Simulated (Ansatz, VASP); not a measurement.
Zr: VASP beside Ansatz

```
Zr
1.0
     2.91643    0.00000    0.00000
    -1.45822    2.52571    0.00000
     0.00000    0.00000    2.89191
Zr
1
Cartesian
  0.0000 0.0000 0.0000
```

Alike in both runs: functional PBE; k mesh 15 × 15 × 14; occupations fermi-dirac, width 0.05 eV; no spin polarisation.

Ansatz relaxed the structure, and its values are those at the end. VASP's run is a single point on that final structure, the one shown.

|  | VASP | Ansatz |
| --- | --- | --- |
| version | VASP 6.6.1 | Ansatz 0.2.0 |
| potentials or method | VASP PAW PBE potentials, release 64 (Zr_sv) | PAW with Ansatz's default frozen-core files, scalar-relativistic |
| plane-wave cutoff (eV) | 520 | 420 |
| valence electrons in the cell | 12 | 12 |

```tsv
	VASP	Ansatz	Ansatz less VASP
pressure (GPa)	11.1	11.0	-0.06
```
